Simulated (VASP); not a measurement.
# BN (Qingsongite) (F-43m) in VASP: notebook

The runs below take BN (Qingsongite) through relaxation of cell and atoms, with PBE+D3(BJ), PBEsol.

Everything below comes from runs of VASP 6.6.1. Logs are shortened: lines on timing, memory, paths and dates and some standing lists are left out, and cuts for length are marked.

## Step 1: Starting point

The structure is cubic, space group F-43m (No. 216). Conventional cell: a = 3.606 Å, b = 3.606 Å, c = 3.606 Å, α = 90.00°, β = 90.00°, γ = 90.00°. B (site symmetry -43m) has 4 N at 1.56 Å as nearest neighbours. Around N (site symmetry -43m) lie 4 B at 1.56 Å.

## Step 2: Relaxation of cell and atoms, PBE+D3(BJ)

The input, INCAR:

```
PREC     = Accurate       # precision mode
ENCUT    = 600            # plane-wave cutoff, eV
EDIFF    = 1E-7           # SCF threshold, eV
ISMEAR   = 0              # smearing method
SIGMA    = 0.03           # smearing width, eV
LREAL    = False          # projectors in reciprocal space
LASPH    = True           # aspherical terms in the spheres
NELM     = 80             # most SCF steps
ALGO     = Normal         # electronic algorithm
ISIF     = 3              # what is computed and relaxed
LWAVE    = False          # write WAVECAR
LCHARG   = False          # write CHGCAR
GGA      = PE             # functional
IVDW     = 12             # dispersion correction
IBRION   = 2              # ionic algorithm
NSW      = 90             # ionic steps
EDIFFG   = -0.005         # ionic threshold
```

The input, KPOINTS:

```
Automatic mesh
0
Gamma
  14 14 14
```

The input, POSCAR:

```
BN                                      
1.0
   -0.0000000000      1.8032270193      1.8032270193
    1.8032270193      0.0000000000      1.8032270193
    1.8032270193      1.8032270193     -0.0000000000
  B               N             
     1     1
Direct
     0.0000000000000000    0.0000000000000000    0.0000000000000000
     0.2500000000000000    0.2500000000000000    0.2500000000000000
```

Potentials or basis: VASP PAW PBE potentials, release 64 (B, N).

Run with:

```sh
$ cat potpaw_PBE.64/B/POTCAR potpaw_PBE.64/N/POTCAR > POTCAR
$ mpirun -np 1 vasp_std > vasp.out
```

OUTCAR:

```text
PREC = Accurate
   ENCUT = 600
   EDIFF = 1E-7
   ISMEAR = 0
   LREAL = False
   LASPH = True
   NELM = 80
   ISIF = 3
   GGA = PE
   IVDW = 12
   IBRION = 2
   NSW = 90
   EDIFFG = -0.005
 IVDW          = 12

 ion  position               nearest neighbor table
   1  0.000  0.000  0.000-   2 1.56   2 1.56   2 1.56   2 1.56
   2  0.250  0.250  0.250-   1 1.56   1 1.56   1 1.56   1 1.56

  LATTYP: Found a face centered cubic cell.
 ALAT       =     3.6064540386

  Lattice vectors:

 A1 = (   0.0000000000,   1.8032270193,   1.8032270193)
 A2 = (   1.8032270193,   0.0000000000,   1.8032270193)
 A3 = (   1.8032270193,   1.8032270193,   0.0000000000)

Analysis of symmetry for initial positions (statically):
=====================================================================
 Subroutine PRICEL returns:
 Original cell was already a primitive cell.

 Routine SETGRP: Setting up the symmetry group for a
 face centered cubic supercell.

 Subroutine GETGRP returns: Found 24 space group operations
 (whereof 24 operations were pure point group operations)
 out of a pool of 48 trial point group operations.

The static configuration has the point symmetry T_d .

Analysis of symmetry for dynamics (positions and initial velocities):
=====================================================================
 Subroutine PRICEL returns:
 Original cell was already a primitive cell.

 Routine SETGRP: Setting up the symmetry group for a
 face centered cubic supercell.

 Subroutine GETGRP returns: Found 24 space group operations
 (whereof 24 operations were pure point group operations)
 out of a pool of 48 trial point group operations.

The dynamic configuration has the point symmetry T_d .

 Subroutine INISYM returns: Found 24 space group operations
 (whereof 24 operations are pure point group operations),
 and found     1 'primitive' translations

----------------------------------------------------------------------------------------

                                     Primitive cell

  volume of cell :      11.7268

  direct lattice vectors                    reciprocal lattice vectors
     0.000000000  1.803227019  1.803227019    -0.277280672  0.277280672  0.277280672
     1.803227019  0.000000000  1.803227019     0.277280672 -0.277280672  0.277280672
     1.803227019  1.803227019  0.000000000     0.277280672  0.277280672 -0.277280672

  length of vectors
     2.550148107  2.550148107  2.550148107     0.480264212  0.480264212  0.480264212

  position of ions in fractional coordinates (direct lattice)
     0.000000000  0.000000000  0.000000000
     0.250000000  0.250000000  0.250000000

  ion indices of the primitive-cell ions
   primitive index   ion index
                 1           1
                 2           2

----------------------------------------------------------------------------------------

 KPOINTS: Automatic mesh

Automatic generation of k-mesh.
 Grid dimensions read from file:
 generate k-points for:   14   14   14

 Generating k-lattice:

  Cartesian coordinates                     Fractional coordinates (reciprocal lattice)
    -0.019805762  0.019805762  0.019805762     0.071428571  0.000000000  0.000000000
     0.019805762 -0.019805762  0.019805762     0.000000000  0.071428571  0.000000000
     0.019805762  0.019805762 -0.019805762     0.000000000  0.000000000  0.071428571

  Length of vectors
     0.034304587  0.034304587  0.034304587

  Shift w.r.t. Gamma in fractional coordinates (k-lattice)
     0.000000000  0.000000000  0.000000000

 Subroutine IBZKPT returns following result:
 ===========================================

 Found    104 irreducible k-points:

 Following reciprocal coordinates:
            Coordinates               Weight
  0.000000  0.000000  0.000000      1.000000
  0.071429  0.000000  0.000000      8.000000
  0.142857  0.000000  0.000000      8.000000
  0.214286  0.000000  0.000000      8.000000
  0.285714  0.000000  0.000000      8.000000
  0.357143  0.000000  0.000000      8.000000
[... 16 lines left out ...]
  0.214286  0.142857  0.000000     24.000000
  0.285714  0.142857  0.000000     24.000000
 [... further k-points ...]
   k-points           NKPTS =    104   k-points in BZ     NKDIM =    104   number of bands    NBANDS=      8
   number of dos      NEDOS =    301   number of ions     NIONS =      2
   total plane-waves  NPLWV =   8000
   dimension x,y,z NGX =    20 NGY =   20 NGZ =   20
   dimension x,y,z NGXF=    40 NGYF=   40 NGZF=   40
   ions per type =               1   1
   NGX,Y,Z   is equivalent  to a cutoff of  13.04, 13.04, 13.04 a.u.
   NGXF,Y,Z  is equivalent  to a cutoff of  26.08, 26.08, 26.08 a.u.
 SYSTEM =  unknown system
   PREC   = accura    normal or accurate (medium, high low for compatibility)
   ISTART =      0    job   : 0-new  1-cont  2-samecut
   ICHARG =      2    charge: 1-file 2-atom 10-const
   ISPIN  =      1    spin polarized calculation?
   LNONCOLLINEAR =      F non collinear calculations
   LSORBIT =      F    spin-orbit coupling
   LASPH  =      T    aspherical Exc in radial PAW
   ENCUT  =  600.0 eV  44.10 Ry    6.64 a.u.   5.09  5.09  5.09*2*pi/ulx,y,z
   NELM   =     80;   NELMIN=  2; NELMDL= -5     # of ELM steps
   EDIFF  = 0.1E-06   stopping-criterion for ELM
   LREAL  =      F    real-space projection
   EDIFFG = -.5E-02   stopping-criterion for IOM
   NSW    =     90    number of steps for IOM
   IBRION =      2    ionic relax: 0-MD 1-quasi-New 2-CG
   NFREE  =      1    steps in history (QN), initial steepest desc. (CG)
   ISIF   =      3    stress and relaxation
   ISYM   =      2    0-nonsym 1-usesym 2-fastsym
   POTIM  = 0.5000    time-step for ionic-motion
   TEBEG  =    0.0;   TEEND  =   0.0 temperature during run
   PSTRESS=    0.0 pullay stress
   NELECT =       8.0000    total number of electrons
   NUPDOWN=      -1.0000    fix difference up-down
   EMIN   =  10.00;   EMAX   =-10.00  energy-range for DOS
   EFERMI =   0.00;   METHOD = LEGACY
   ISMEAR =     0;   SIGMA  =   0.03  broadening in eV -4-tet -1-fermi 0-gaus
   EFERMI_NEDOS =   21; number of points for ismear=-14 and -15
   IALGO  =     38    algorithm
   IMIX   =      4    mixing-type and parameters
     AMIX     =   0.40;   BMIX     =  1.00
     AMIX_MAG =   1.60;   BMIX_MAG =  1.00
  volume/ion in A,a.u.               =       5.86        39.57
  Fermi-wavevector in a.u.,A,eV,Ry     =   1.441156  2.723391 28.258369  2.076932
  Thomas-Fermi vector in A             =   2.559820
   LORBIT       =      0    0 simple, 1 ext, 2 COOP (PROOUT), +10 PAW based schemes
   GGA     = PE    functional components
   LHFCALC =     F    Hartree Fock is set to
   AEXX    =    0.0000 exact exchange contribution
   IVDW    =    12    specifies the selected vdW correction
   LEPSILON=     F    determine dielectric tensor
   LRPA    =     F    only Hartree local field effects (RPA)
 conjugate gradient relaxation of ions
 non-spin polarized calculation
 Gauss-broadening in eV      SIGMA  =   0.03
  energy-cutoff  :      600.00
  volume of cell :       11.73
 maximum number of plane-waves:       399
   NGX = 11   NGY = 11   NGZ = 11

 number of electron       7.9999999 magnetization

 Free energy of the ion-electron system (eV)
  ---------------------------------------------------
  ext. energy  EPLUGINS =         0.00000000
  ---------------------------------------------------
  free energy    TOTEN  =       -17.45091109 eV

  energy without entropy =      -17.45091109  energy(sigma->0) =      -17.45091109

 E-fermi :   7.6311     XC(G=0): -12.8573

 val. band max:        7.4905327415   @ k =   0.0000   0.0000   0.0000
 cond. band min:      11.9572156203   @ k =   0.5000   0.5000   0.0000
 fundamental gap:      4.4666828788
 Fermi energy:         7.6310721954

 k-point     1 :       0.0000    0.0000    0.0000
  band No.  band energies     occupation
      1     -12.8214      2.00000
      2       7.4905      2.00000
      3       7.4905      2.00000
      4       7.4905      2.00000
      5      16.3440      0.00000
      6      16.3440      0.00000
      7      16.3440      0.00000
      8      17.9562      0.00000

 k-point     2 :       0.0714    0.0000    0.0000
  band No.  band energies     occupation
      1     -12.6965      2.00000
      2       6.8021      2.00000
      3       7.3546      2.00000
      4       7.3546      2.00000
      5      16.5173      0.00000
      6      16.5505      0.00000
      7      16.5505      0.00000
      8      18.3694      0.00000

 k-point     3 :       0.1429    0.0000    0.0000
  band No.  band energies     occupation
      1     -12.3248      2.00000
      2       5.1316      2.00000
      3       7.0070      2.00000
      4       7.0070      2.00000
      5      16.8038      0.00000
      6      17.0638      0.00000
      7      17.0638      0.00000
      8      19.4243      0.00000

 k-point     4 :       0.2143    0.0000    0.0000
  band No.  band energies     occupation
      1     -11.7181      2.00000
      2       3.0575      2.00000
      3       6.5706      2.00000
      4       6.5706      2.00000
      5      17.0794      0.00000
      6      17.6388      0.00000
      7      17.6388      0.00000
      8      20.6219      0.00000

 k-point     5 :       0.2857    0.0000    0.0000
  band No.  band energies     occupation
      1     -10.9030      2.00000
      2       0.9255      2.00000
      3       6.1523      2.00000
      4       6.1523      2.00000
      5      17.3363      0.00000
      6      18.0474      0.00000
      7      18.0474      0.00000
      8      21.6167      0.00000

 k-point     6 :       0.3571    0.0000    0.0000
  band No.  band energies     occupation
      1      -9.9438      2.00000
      2      -1.0468      2.00000
      3       5.8196      2.00000
      4       5.8196      2.00000
      5      17.5467      0.00000
      6      18.2193      0.00000
      7      18.2193      0.00000
      8      22.3039      0.00000

 k-point     7 :       0.4286    0.0000    0.0000
  band No.  band energies     occupation
      1      -9.0160      2.00000
      2      -2.6063      2.00000
      3       5.6086      2.00000
      4       5.6086      2.00000
      5      17.6825      0.00000
      6      18.2431      0.00000
      7      18.2431      0.00000
      8      22.6947      0.00000
[... 133 lines left out ...]
 k-point    20 :      -0.1429    0.0714    0.0000
  band No.  band energies     occupation
      1     -12.0391      2.00000
      2       4.4091      2.00000
      3       6.0550      2.00000
      4       7.1044      2.00000
      5      17.0437      0.00000
      6      17.0441      0.00000
      7      17.7919      0.00000
      8      19.9488      0.00000

 k-point    21 :      -0.0714    0.0714    0.0000
  band No.  band energies     occupation
      1     -12.4893      2.00000
      2       6.0632      2.00000
      3       6.6714      2.00000
      4       7.3624      2.00000
      5      16.6199      0.00000
      6      16.6514      0.00000
      7      17.2036      0.00000
      8      18.9527      0.00000

 k-point    22 :       0.1429    0.1429    0.0000
  band No.  band energies     occupation
      1     -12.1601      2.00000
      2       5.9030      2.00000
      3       6.0990      2.00000
      4       6.0990      2.00000
      5      15.5133      0.00000
      6      18.2866      0.00000
      7      18.2866      0.00000
      8      19.3070      0.00000

 k-point    23 :       0.2143    0.1429    0.0000
  band No.  band energies     occupation
      1     -11.7147      2.00000
      2       4.3502      2.00000
      3       5.5661      2.00000
      4       5.9727      2.00000
      5      15.4479      0.00000
      6      18.8678      0.00000
      7      19.0888      0.00000
      8      19.8686      0.00000

 k-point    24 :       0.2857    0.1429    0.0000
  band No.  band energies     occupation
      1     -11.0457      2.00000
      2       2.4293      2.00000
      3       5.1273      2.00000
      4       5.6224      2.00000
      5      15.7706      0.00000
      6      19.2297      0.00000
      7      19.6996      0.00000
      8      20.3897      0.00000

 [... further k-points ...]

------------------------ aborting loop because EDIFF is reached ----------------------------------------

 Edisp (eV)   -0.42135

 E8    (eV) :    -0.1245

  FORCE on cell =-STRESS in cart. coord.  units (eV):
  Direction    XX          YY          ZZ          XY          YZ          ZX
  --------------------------------------------------------------------------------------
  -------------------------------------------------------------------------------------
  Total       0.00137     0.00137     0.00137     0.00000     0.00000     0.00000
  in kB       0.18665     0.18665     0.18665     0.00000     0.00000     0.00000
  external pressure =        0.19 kB  Pullay stress =        0.00 kB

 VOLUME and BASIS-vectors are now :
 -----------------------------------------------------------------------------
  energy-cutoff  :      600.00
  volume of cell :       11.73
      direct lattice vectors                 reciprocal lattice vectors
     0.000000000  1.803227019  1.803227019    -0.277280672  0.277280672  0.277280672
     1.803227019  0.000000000  1.803227019     0.277280672 -0.277280672  0.277280672
     1.803227019  1.803227019  0.000000000     0.277280672  0.277280672 -0.277280672

 POSITION                                       TOTAL-FORCE (eV/Angst)
 -----------------------------------------------------------------------------------
      0.00000      0.00000      0.00000         0.000000      0.000000      0.000000
      0.90161      0.90161      0.90161        -0.000000     -0.000000     -0.000000
 -----------------------------------------------------------------------------------
    total drift:                                0.000000      0.000000      0.000000

  FREE ENERGIE OF THE ION-ELECTRON SYSTEM (eV)
  ---------------------------------------------------
  free  energy   TOTEN  =       -17.8722612408 eV

  energy  without entropy=      -17.8722612408  energy(sigma->0) =      -17.87226124

 reached required accuracy - stopping structural energy minimisation
```

Wall time 14 s (1 thread of Intel Xeon Platinum 8375C at 2.90GHz (Ice Lake), shared host); peak memory 0.13 GiB.

What came out:

```
Free energy                : -17.8723 eV
Pressure after relaxing    : 0.0 GPa
Band gap on the k mesh     : 4.47 eV, indirect (least direct gap 8.85 eV)
Dispersion energy per atom : -0.211 eV
```

Final structure:
```
CELL_PARAMETERS angstrom
0.00000 1.80323 1.80323
1.80323 0.00000 1.80323
1.80323 1.80323 0.00000
ATOMIC_POSITIONS crystal
B 0.00000 0.00000 0.00000
N 0.25000 0.25000 0.25000
```

Levels at points of the mesh, in eV from the valence-band top:
| k point | band 2 | band 3 | band 4 | band 5 | band 6 | band 7 |
| --- | --- | --- | --- | --- | --- | --- |
| (0.00, 0.00, 0.00) | 0.00 | 0.00 | 0.00 | 8.85 | 8.85 | 8.85 |
| (0.50, 0.00, 0.00) | -10.76 | -1.95 | -1.95 | 10.24 | 10.74 | 10.74 |
| (0.50, 0.50, 0.00) | -8.96 | -4.94 | -4.94 | 4.47 | 9.27 | 18.03 |

Caveat: the relaxation stopped at its first step, so nothing moved. A k mesh can miss the band edges.

## Step 3: Relaxation of cell and atoms, PBEsol

This run uses another cell than the first one, of 5.91 Å³/atom, 1.007 times its volume.

The input, INCAR:

```
PREC = Accurate ; ENCUT = 600
EDIFF = 1E-6 ; ISMEAR = 0
SIGMA = 0.03 ; LREAL = False
LASPH = True ; NELM = 80
ALGO = Normal ; ISIF = 3
LWAVE = False ; LCHARG = False
GGA = PS ; IBRION = 2
NSW = 90 ; EDIFFG = -0.01
```

The input, KPOINTS:

```
regular mesh
0
Gamma
  14 14 14
```

The input, POSCAR:

```
BN
1.0
    0.0000000000      1.8075000000      1.8075000000
    1.8075000000      0.0000000000      1.8075000000
    1.8075000000      1.8075000000      0.0000000000
B N
1 1
Direct
    0.0000000000      0.0000000000      0.0000000000
    0.2500000000      0.2500000000      0.2500000000
```

Potentials or basis: VASP PAW PBE potentials, release 64 (B, N).

Run with:

```sh
$ cat potpaw_PBE.64/B/POTCAR potpaw_PBE.64/N/POTCAR > POTCAR
$ mpirun -np 1 vasp_std > vasp.out
```

Wall time 14 s (1 thread of Intel Xeon Platinum 8488C (Sapphire Rapids), shared host); peak memory 0.12 GiB.

The run converged. Its results:

```
Free energy                            : -18.3510 eV
Relaxed volume                         : 5.86 Å³/atom
Relaxed cell                           : a = 2.550 Å, b = 2.550 Å, c = 2.550 Å, α = 60.00°, β = 60.00°, γ = 60.00°
Space group after relaxing (to 0.05 Å) : F-43m (No. 216)
Energy gained by relaxing              : 0.3 meV/atom
Ionic steps                            : 3
Pressure after relaxing                : 0.0 GPa
Band gap on the k mesh                 : 4.28 eV, indirect (least direct gap 8.79 eV)
```

The path:
```
step  energy change (eV)  largest force (eV/Å)  pressure (GPa)  volume (Å³)
   1              0.0000                0.0000           -2.64        11.81
   2              0.0001                0.0000            2.83        11.64
   3             -0.0007                0.0000            0.00        11.73
```

Final structure:
```
B N
1.0
     0.00000    1.80332    1.80332
     1.80332    0.00000    1.80332
     1.80332    1.80332    0.00000
B N
1 1
Cartesian
  0.0000 0.0000 0.0000
  0.9017 0.9017 0.9017
```

Levels at points of the mesh, in eV from the valence-band top:
```csv
k point,band 2,band 3,band 4,band 5,band 6,band 7
"(0.00, 0.00, 0.00)",0.00,0.00,0.00,8.79,8.79,8.79
"(0.50, 0.00, 0.00)",-10.84,-1.96,-1.96,10.18,10.66,10.66
"(0.50, 0.50, 0.00)",-9.01,-4.97,-4.97,4.28,9.13,17.98
```

Caveat: the PAW data sets were made with another functional, which shifts forces and pressure a little.
